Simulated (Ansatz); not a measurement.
The system is Na.

```
Na
1.0
     3.76700    0.00000    0.00000
    -1.88350    3.26232    0.00000
     0.00000    0.00000    6.15400
Na
2
Direct
  0.66667 0.33333 0.75000
  0.33333 0.66667 0.25000
```

This isn't the form of Na at room conditions, which is bcc.

Base run:

- Program: Ansatz 0.2.0
- Functional: PBEsol
- Potentials or basis: all-electron LAPW, scalar-relativistic
- Cutoff: 71 eV
- Density cutoff: 285 eV
- Basis error allowed: 0.001 eV/atom
- k mesh: 8 × 8 × 5
- Occupations: fermi-dirac, width 0.05 eV
- Spin: no spin polarisation

Its results: pressure -0.3 GPa.

Task: The run is repeated on the same cell with these changes: functional from PBEsol to LDA. What comes out?

Result: Pressure -0.9 GPa.

LDA binds more tightly than PBEsol, so the same cell stands under less pressure.

Not every run made on this cell is shown here.
